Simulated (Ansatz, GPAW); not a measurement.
# Geometry or basis: what sets the conductance of butane-1,4-dithiol between two Pd chains, part 3 of 4

Aim: the conductance of butane-1,4-dithiol between two Pd chains after relaxation, and whether geometry, basis or functional moves it most.

GPAW 26.7.0 and Ansatz 0.2.0; Ansatz plane waves; relaxation of the junction with the lead ends held; PAW set soft_1 (the session's first sound run).

So far, transmission at the Fermi level (one spin): step 3 (plane waves, PBE) 0.0460. Also conductance of the perfect lead (G₀): step 3 3.99.

**4. GPAW, dzp**

The script solves lead and junction separately, takes H and S in the orbital basis, and joins semi-infinite leads through their self-energies; the dzp basis is the working standard.

This step: GPAW LCAO, PAW setups; Landauer transmission from Green's functions with principal layers (ASE), zero bias (GPAW 26.7.0).

run.py reads:

```python
import json
import numpy as np
from ase import Atoms
from ase.transport.calculators import TransportCalculator
from gpaw import GPAW, FermiDirac
from gpaw.lcao.tools import get_lcao_hamiltonian
from scipy.linalg import eigh

# The junction with lead layers at both ends, along the third cell vector
device = Atoms(
    ['Pd', 'Pd', 'Pd', 'Pd', 'Pd', 'Pd', 'Pd', 'Pd', 'S', 'H', 'C', 'H', 'H', 'C', 'H', 'H', 'C', 'H', 'H', 'C', 'H', 'S', 'Pd', 'Pd', 'Pd', 'Pd', 'Pd', 'Pd', 'Pd', 'Pd'],
    positions=[
        [5.50063, 4.69117, 1.25000],
        [5.50063, 4.69117, 3.75000],
        [5.50063, 4.69117, 6.25000],
        [5.50063, 4.69117, 8.75000],
        [5.50063, 4.69117, 11.25000],
        [5.50063, 4.69117, 13.75000],
        [4.71872, 4.24718, 16.09318],
        [6.20744, 4.94978, 18.00288],
        [6.03393, 3.89063, 19.91291],
        [5.65801, 5.94091, 21.18701],
        [5.32559, 4.90045, 21.29174],
        [6.88294, 4.31541, 22.68250],
        [4.23017, 4.87755, 21.20518],
        [5.78282, 4.30806, 22.64170],
        [5.47529, 3.25181, 22.69310],
        [5.52101, 6.13080, 23.80561],
        [5.21387, 5.07444, 23.85749],
        [6.76628, 4.50756, 25.29547],
        [4.11375, 5.06680, 23.81663],
        [5.67096, 4.48315, 25.20793],
        [5.33948, 3.44239, 25.31348],
        [4.95925, 5.49550, 26.58285],
        [4.79634, 4.43358, 28.49121],
        [6.28070, 5.13449, 30.40506],
        [5.50063, 4.69117, 32.74907],
        [5.50063, 4.69117, 35.24907],
        [5.50063, 4.69117, 37.74907],
        [5.50063, 4.69117, 40.24907],
        [5.50063, 4.69117, 42.74907],
        [5.50063, 4.69117, 45.24907]],
    cell=[[11.00125, 0.0, 0.0], [0.0, 9.38235, 0.0], [0.0, 0.0, 46.49907]],
    pbc=True)

# One principal layer of the lead: the first 5 atoms of the device
lead = Atoms(
    ['Pd', 'Pd', 'Pd', 'Pd', 'Pd'],
    positions=[
        [5.50063, 4.69117, 1.25000],
        [5.50063, 4.69117, 3.75000],
        [5.50063, 4.69117, 6.25000],
        [5.50063, 4.69117, 8.75000],
        [5.50063, 4.69117, 11.25000]],
    cell=[[11.00125, 0.0, 0.0], [0.0, 9.38235, 0.0], [0.0, 0.0, 12.5]],
    pbc=True)

settings = dict(mode='lcao', basis='dzp', xc='PBE', h=0.2,
                occupations=FermiDirac(0.1), maxiter=250,
                mixer=dict(beta=0.1, nmaxold=8, weight=100.0),
                convergence=dict(density=0.0001))
energies = np.arange(-2, 2 + 1e-9, 0.025)
eta = 0.0001
n1, n2 = 1, 1
# k and -k transmit alike, so half of the mesh across the current serves
mesh = [(i, j) for i in range(n1) for j in range(n2) if (i, j) <= (-i % n1, -j % n2)]
weights = np.array([1 if (i, j) == (-i % n1, -j % n2) else 2 for i, j in mesh]) / (n1 * n2)

# [... helper functions left out ...]
fermi_lead = ground_state(lead, (1, 1, 9), 'lead.txt')
fermi_device = ground_state(device, (1, 1, 2), 'device.txt')
# [... loop over the mesh left out, but for ...]
        # Shift the lead onto the potential of the device's first layer
        shift = ((H[:, 0, 0] - H0[:, 0, 0]) / S0[0, 0]).real.mean()
# [...]
kT = 8.617333e-5 * 300
bias = [0.1, 0.2, 0.5, 1.0, 1.5, 2.0]
# [... integrals and printing left out ...]
```

The run is started by

```
$ OMP_NUM_THREADS=1 OPENBLAS_NUM_THREADS=1 python run.py
```

Numbers of over 12 decimals in the logs are rounded to 6 here.

The program printed:

```text
basis functions: device 550, principal layer 135
Fermi level: lead -4.2411 eV, device -4.0964 eV; lead shifted by -0.0034 eV
largest coupling past the next layer 1.07e-04 eV, largest misfit of the first layer 0.085 eV
  E-E_F (eV)   T (one spin)  [channel counts left out]
    -2.000    6.3050e-02
    -1.975    5.5268e-02
    -1.950    4.7604e-02
    -1.925    4.0612e-02
    -1.900    3.4403e-02
    -1.875    2.9195e-02
    -1.850    2.4761e-02
    -1.825    2.1017e-02
    -1.800    1.7869e-02
    -1.775    1.5242e-02
    -1.750    1.3079e-02
    -1.725    1.1329e-02
    -1.700    9.9403e-03
    -1.675    8.8614e-03
    -1.650    8.0480e-03
    -1.625    7.4467e-03
[...]
1.825    4.0783e-03
     1.850    4.0131e-03
     1.875    3.9535e-03
     1.900    3.8994e-03
     1.925    3.8509e-03
     1.950    3.8078e-03
     1.975    3.7701e-03
     2.000    3.7380e-03
conductance at 300 K: 0.043207 G0 a cell; thermopower -35.8 uV/K
current from the zero-bias T(E) at 0.1 V: 0.32918 uA
current from the zero-bias T(E) at 0.2 V: 0.63877 uA
current from the zero-bias T(E) at 0.5 V: 1.6906 uA
current from the zero-bias T(E) at 1.0 V: 3.0766 uA
current from the zero-bias T(E) at 1.5 V: 3.9742 uA
current from the zero-bias T(E) at 2.0 V: 4.4288 uA
```

Elapsed: 6.7 min, on 1 thread of Arm Neoverse V2, shared host; peak memory 2.3 GiB.

This step gave:

* conductance: 0.04321 G₀
* largest coupling past the next principal layer: 1.07e-4 eV
* largest misfit of the first principal layer: 0.08501 eV
* shift that aligns the lead: -0.003390 eV
* basis functions of the junction: 550
* basis functions of a principal layer: 135
* transmission at the Fermi level (one spin): 0.04610

One spin. The transmission, zone mean by energy, zero at the Fermi level:

energy (eV), transmission, zone mean and a bar:
```
   -2.000      0.063 ######
   -1.900      0.034 ###
   -1.800      0.018 #
   -1.700      0.010 #
   -1.600      0.007 
   -1.500      0.007 
   -1.400      0.011 #
   -1.300      0.035 ###
   -1.200      0.256 ########################
   -1.175      0.323 ##############################
   -1.100      0.122 ###########
   -1.000      0.021 ##
   -0.900      0.004 
   -0.800      0.002 
   -0.700      0.009 #
   -0.600      0.036 ###
   -0.500      0.010 #
   -0.400      0.019 ##
   -0.300      0.037 ###
   -0.225      0.041 ####
   -0.200      0.039 ###
   -0.100      0.013 #
    0.000      0.046 ####
    0.100      0.054 #####
    0.150      0.071 ######
    0.200      0.063 ######
    0.300      0.054 #####
    0.400      0.045 ####
    0.500      0.036 ###
    0.600      0.029 ##
    0.700      0.023 ##
    0.800      0.018 #
    0.900      0.015 #
    1.000      0.012 #
    1.100      0.010 #
    1.200      0.008 #
    1.300      0.007 
    1.400      0.006 
    1.500      0.006 
    1.600      0.005 
    1.700      0.004 
    1.800      0.004 
    1.900      0.004 
    2.000      0.004
```

Not self-consistent under bias; the bias window is split evenly. Current through one cell, from the zero-bias transmission against bias:

| bias (V) | current through one cell, from the zero-bias transmission (μA) |
| --- | --- |
| 0.100 | 0.329 |
| 0.200 | 0.639 |
| 0.500 | 1.69 |
| 1.000 | 3.08 |
| 1.500 | 3.97 |
| 2.000 | 4.43 |

Transmission of the three most open eigenchannels against energy, zero at the Fermi level:

```
energy (eV)  channel 1  channel 2  channel 3
     -2.000     0.0630     7.5e-6     2.6e-7
     -1.900     0.0344     3.6e-5     2.8e-7
     -1.800     0.0177     1.4e-4     2.9e-7
     -1.700    0.00963     3.1e-4     2.7e-7
     -1.600    0.00672     3.3e-4     2.2e-7
     -1.500    0.00687     2.5e-4     1.4e-7
     -1.400     0.0109     1.9e-4     4.6e-8
     -1.300     0.0345     1.8e-4          0
     -1.200      0.256     1.8e-4     1.2e-8
     -1.100      0.122     1.6e-4     1.0e-9
     -1.000     0.0214     8.3e-5     2.0e-6
     -0.900    0.00438     3.0e-5     4.5e-6
     -0.800    0.00204     5.5e-5     4.0e-6
     -0.700    0.00918     2.7e-4     2.3e-6
     -0.600     0.0352    0.00101     1.1e-6
     -0.500    0.00950     4.0e-4     1.4e-7
     -0.400     0.0185     6.9e-4     7.7e-7
     -0.300     0.0365     2.2e-5     1.8e-6
     -0.200     0.0385     3.0e-5     4.1e-6
     -0.100     0.0126     3.8e-4     1.0e-6
      0.000     0.0461     2.6e-6     1.3e-7
      0.100     0.0542     1.0e-7     2.8e-8
      0.200     0.0633          0          0
      0.300     0.0539          0          0
      0.400     0.0446          0          0
      0.500     0.0359          0          0
      0.600     0.0285          0          0
      0.700     0.0226          0          0
      0.800     0.0181          0          0
      0.900     0.0146          0          0
      1.000     0.0120          0          0
      1.100    0.01000          0          0
      1.200    0.00844          0          0
      1.300    0.00722          0          0
      1.400    0.00628          0          0
      1.500    0.00553          0          0
      1.600    0.00495    1.1e-12          0
      1.700    0.00449    1.2e-12          0
      1.800    0.00415    1.5e-12          0
      1.900    0.00390    1.7e-12          0
      2.000    0.00374    2.0e-12          0
```

At the Fermi level T is 0.0461 against 0.0460 in plane waves. Couplings past the next layer reach 1.1e-4 eV, small enough to drop; the matrix elements of the cell's first layer differ from the bulk lead's by up to 0.085 eV. That layer keeps its own values in the calculation, and only beyond it is the lead taken as perfect. The Fermi levels of lead and junction count from different zeros of potential, one for each periodic cell; with both set to zero, the small remaining shift is what aligns them. By hand: G = 0.04321 × 77.48 μS = 3.35 μS, a resistance of 299 kΩ; at 0.1 V a linear junction would pass 0.335 μA, and the integral over the bias window gives 0.329 μA.

**5. Single-zeta polarised basis**

The second zeta is dropped, the polarisation orbitals stay.

run.py: that of step 4 with these lines changed.

```diff
@@ -57,3 +57,3 @@
 
-settings = dict(mode='lcao', basis='dzp', xc='PBE', h=0.2,
+settings = dict(mode='lcao', basis='szp(dzp)', xc='PBE', h=0.2,
                 occupations=FermiDirac(0.1), maxiter=250,
```

The program printed:

```text
basis functions: device 326, principal layer 75
Fermi level: lead -4.4027 eV, device -4.3624 eV; lead shifted by -0.0025 eV
largest coupling past the next layer 1.09e-04 eV, largest misfit of the first layer 0.071 eV
  E-E_F (eV)   T (one spin)  [channel counts left out]
    -2.000    5.3446e-02
    -1.975    4.4998e-02
    -1.950    3.6818e-02
[...]
1.975    3.7091e-03
     2.000    3.6718e-03
conductance at 300 K: 0.04637 G0 a cell; thermopower -25.11 uV/K
current from the zero-bias T(E) at 0.1 V: 0.35838 uA
current from the zero-bias T(E) at 0.2 V: 0.70632 uA
current from the zero-bias T(E) at 0.5 V: 1.6169 uA
current from the zero-bias T(E) at 1.0 V: 2.6931 uA
current from the zero-bias T(E) at 1.5 V: 3.4447 uA
current from the zero-bias T(E) at 2.0 V: 3.7232 uA
```

Elapsed: 3.5 min, on 1 thread; peak memory 2.2 GiB.

Numbers from this step:

```yaml
conductance: 0.04637 G₀
largest_coupling_past_the_next_principal_layer: 1.09e-4 eV
largest_misfit_of_the_first_principal_layer: 0.07121 eV
shift_that_aligns_the_lead: -0.002458 eV
basis_functions_of_the_junction: 326
basis_functions_of_a_principal_layer: 75
transmission_at_the_fermi_level_one_spin: 0.04742
```

One spin. Transmission, zone mean against energy, zero at the Fermi level:

```csv
energy (eV),"transmission, zone mean"
-2.000,0.0534
-1.900,0.0236
-1.800,0.00982
-1.700,0.00618
-1.600,0.00729
-1.500,0.0177
-1.400,0.118
-1.350,0.215
-1.300,0.107
-1.200,0.00450
-1.100,0.00187
-1.000,0.00227
-0.900,0.00129
-0.800,0.00220
-0.700,0.00945
-0.600,0.0381
-0.500,0.0234
-0.400,0.0285
-0.300,0.0307
-0.200,0.0424
-0.175,0.0458
-0.100,0.0253
0.000,0.0474
0.075,0.0799
0.100,0.0516
0.200,0.0362
0.300,0.0297
0.400,0.0255
0.500,0.0221
0.600,0.0189
0.700,0.0160
0.800,0.0135
0.900,0.0115
1.000,0.00981
1.100,0.00848
1.200,0.00741
1.300,0.00654
1.400,0.00582
1.500,0.00524
1.600,0.00476
1.700,0.00438
1.800,0.00408
1.900,0.00384
2.000,0.00367
```

The conductance, 0.0464 G₀, lies 7.3 % above that of the dzp run.

**6. GPAW, sz: basis = "sz(dzp)"**

The minimal basis is the cheapest rung: no second zeta and no polarisation.

run.py: that of step 5 with these lines changed.

```diff
@@ -57,3 +57,3 @@
 
-settings = dict(mode='lcao', basis='szp(dzp)', xc='PBE', h=0.2,
+settings = dict(mode='lcao', basis='sz(dzp)', xc='PBE', h=0.2,
                 occupations=FermiDirac(0.1), maxiter=250,
```

The program printed:

```text
basis functions: device 224, principal layer 60
Fermi level: lead -4.4220 eV, device -4.4000 eV; lead shifted by -0.0020 eV
largest coupling past the next layer 1.08e-04 eV, largest misfit of the first layer 0.052 eV
  E-E_F (eV)   T (one spin)  [channel counts left out]
    -2.000    2.7201e-02
    -1.975    2.2337e-02
    -1.950    1.8087e-02
[...]
1.975    2.9991e-03
     2.000    2.9729e-03
conductance at 300 K: 0.031816 G0 a cell; thermopower -28.8 uV/K
current from the zero-bias T(E) at 0.1 V: 0.24428 uA
current from the zero-bias T(E) at 0.2 V: 0.47902 uA
current from the zero-bias T(E) at 0.5 V: 1.1274 uA
current from the zero-bias T(E) at 1.0 V: 1.9043 uA
current from the zero-bias T(E) at 1.5 V: 2.4224 uA
current from the zero-bias T(E) at 2.0 V: 2.6363 uA
```

Run time: 2.7 min. Hardware: 1 thread; peak memory 2.1 GiB.

This step gave:

```yaml
conductance: 0.03182 G₀
largest_coupling_past_the_next_principal_layer: 1.08e-4 eV
largest_misfit_of_the_first_principal_layer: 0.05220 eV
shift_that_aligns_the_lead: -0.002041 eV
basis_functions_of_the_junction: 224
basis_functions_of_a_principal_layer: 60
transmission_at_the_fermi_level_one_spin: 0.03350
```

One spin. The transmission, zone mean by energy, zero at the Fermi level:

energy (eV), transmission, zone mean and a bar:
```
   -2.000      0.027 #####
   -1.800      0.005 #
   -1.600      0.003 
   -1.400      0.015 ###
   -1.275      0.150 ##############################
   -1.200      0.040 ########
   -1.000      0.002 
   -0.800      0.001 
   -0.600      0.019 ####
   -0.400      0.019 ####
   -0.200      0.029 ######
   -0.175      0.030 ######
    0.000      0.033 ######
    0.075      0.049 #########
    0.200      0.028 #####
    0.400      0.020 ####
    0.600      0.015 ###
    0.800      0.010 ##
    1.000      0.008 #
    1.200      0.006 #
    1.400      0.005 #
    1.600      0.004 
    1.800      0.003 
    2.000      0.003
```

The conductance, 0.0318 G₀, lies 26 % below that of the dzp run.

**7. RPBE in the dzp basis: xc = "RPBE"**

Back in the dzp basis, the functional changes from PBE to RPBE, to set the spread between functionals beside that between bases.

run.py: that of step 6 with these lines changed.

```diff
@@ -57,3 +57,3 @@
 
-settings = dict(mode='lcao', basis='sz(dzp)', xc='PBE', h=0.2,
+settings = dict(mode='lcao', basis='dzp', xc='RPBE', h=0.2,
                 occupations=FermiDirac(0.1), maxiter=250,
```

The program printed:

```text
basis functions: device 550, principal layer 135
Fermi level: lead -4.0868 eV, device -3.9598 eV; lead shifted by -0.0049 eV
largest coupling past the next layer 1.02e-04 eV, largest misfit of the first layer 0.081 eV
  E-E_F (eV)   T (one spin)  [channel counts left out]
    -2.000    6.9247e-02
    -1.975    6.0930e-02
    -1.950    5.2504e-02
[...]
1.975    3.7643e-03
     2.000    3.7280e-03
conductance at 300 K: 0.041871 G0 a cell; thermopower -33.21 uV/K
current from the zero-bias T(E) at 0.1 V: 0.31925 uA
current from the zero-bias T(E) at 0.2 V: 0.62145 uA
current from the zero-bias T(E) at 0.5 V: 1.6587 uA
current from the zero-bias T(E) at 1.0 V: 3.0182 uA
current from the zero-bias T(E) at 1.5 V: 3.9388 uA
current from the zero-bias T(E) at 2.0 V: 4.3784 uA
```

It took 6.5 min on 1 thread; peak memory 2.3 GiB.

This step gave:

```
conductance                                    : 0.04187 G₀
largest coupling past the next principal layer : 1.02e-4 eV
largest misfit of the first principal layer    : 0.08077 eV
shift that aligns the lead                     : -0.004852 eV
basis functions of the junction                : 550
basis functions of a principal layer           : 135
transmission at the Fermi level (one spin)     : 0.04447
```

The conductance, 0.0419 G₀, lies 3.1 % below that of the dzp run.

**8. Without the relaxation: geometry = "as built"**

The dzp basis with PBE on the structure as first built shows what the relaxation was worth.

run.py: that of step 7 with these lines changed.

```diff
@@ -18,20 +18,20 @@
         [5.50063, 4.69117, 13.75000],
-        [4.71872, 4.24718, 16.09318],
-        [6.20744, 4.94978, 18.00288],
-        [6.03393, 3.89063, 19.91291],
-        [5.65801, 5.94091, 21.18701],
-        [5.32559, 4.90045, 21.29174],
-        [6.88294, 4.31541, 22.68250],
-        [4.23017, 4.87755, 21.20518],
-        [5.78282, 4.30806, 22.64170],
-        [5.47529, 3.25181, 22.69310],
-        [5.52101, 6.13080, 23.80561],
-        [5.21387, 5.07444, 23.85749],
-        [6.76628, 4.50756, 25.29547],
-        [4.11375, 5.06680, 23.81663],
-        [5.67096, 4.48315, 25.20793],
-        [5.33948, 3.44239, 25.31348],
-        [4.95925, 5.49550, 26.58285],
-        [4.79634, 4.43358, 28.49121],
-        [6.28070, 5.13449, 30.40506],
+        [5.50063, 4.69117, 16.25000],
+        [5.50063, 4.69117, 18.75000],
+        [3.89533, 3.90300, 20.32042],
+        [4.10531, 5.84167, 21.71800],
+        [4.10788, 4.76309, 21.90482],
+        [6.26319, 4.56692, 21.92834],
+        [3.25001, 4.52685, 22.54238],
+        [5.40933, 4.33487, 22.57747],
+        [5.40863, 3.25001, 22.74307],
+        [5.59264, 6.13235, 23.75599],
+        [5.59193, 5.04749, 23.92160],
+        [7.75125, 4.85550, 23.95669],
+        [4.73808, 4.81544, 24.57073],
+        [6.89338, 4.61926, 24.59426],
+        [6.89595, 3.54068, 24.78107],
+        [7.10592, 5.47935, 26.17865],
+        [5.50063, 4.69117, 27.74907],
+        [5.50063, 4.69117, 30.24907],
         [5.50063, 4.69117, 32.74907],
@@ -57,3 +57,3 @@
 
-settings = dict(mode='lcao', basis='dzp', xc='RPBE', h=0.2,
+settings = dict(mode='lcao', basis='dzp', xc='PBE', h=0.2,
                 occupations=FermiDirac(0.1), maxiter=250,
```

The program printed:

```text
basis functions: device 550, principal layer 135
Fermi level: lead -4.2411 eV, device -4.1260 eV; lead shifted by -0.0004 eV
largest coupling past the next layer 1.07e-04 eV, largest misfit of the first layer 0.010 eV
  E-E_F (eV)   T (one spin)  [channel counts left out]
    -2.000    1.0387e-01
    -1.975    1.0810e-01
    -1.950    1.1315e-01
[...]
1.975    1.2527e-05
     2.000    1.3396e-05
conductance at 300 K: 0.42298 G0 a cell; thermopower 30.82 uV/K
current from the zero-bias T(E) at 0.1 V: 3.2208 uA
current from the zero-bias T(E) at 0.2 V: 6.1244 uA
current from the zero-bias T(E) at 0.5 V: 12.957 uA
current from the zero-bias T(E) at 1.0 V: 18.36 uA
current from the zero-bias T(E) at 1.5 V: 19.148 uA
current from the zero-bias T(E) at 2.0 V: 19.941 uA
```

Run time: 6.4 min. Hardware: 1 thread; peak memory 2.3 GiB.

This step gave:

* conductance: 0.4230 G₀
* largest coupling past the next principal layer: 1.07e-4 eV
* largest misfit of the first principal layer: 0.01023 eV
* shift that aligns the lead: -3.81e-4 eV
* transmission at the Fermi level (one spin): 0.4438

The conductance, 0.423 G₀, lies a factor of 9.8 above that of the dzp run.

**9. The ladder**

Times are wall times on the hardware named with each run. The runs compared:

```
no.       run  conductance (G₀)     time  memory (GiB)
  1    pw PBE           0.04398    1.6 h           7.0
  2       dzp           0.04321  6.7 min           2.3
  3       szp           0.04637  3.5 min           2.2
  4        sz           0.03182  2.7 min           2.1
  5  dzp RPBE           0.04187  6.5 min           2.3
  6   asbuilt            0.4230  6.4 min           2.3
```

[end of part 3 of 4]

[Logs are printed without paths, hosts, clocks, repeated set-up lines and the standing remarks that a program may print on its own settings, such as how far it seeks lower states.]

[Hosts, paths, dates, database ids (printed as entryN), source tags and the programs' standing remarks are cut or masked in the printed files.]
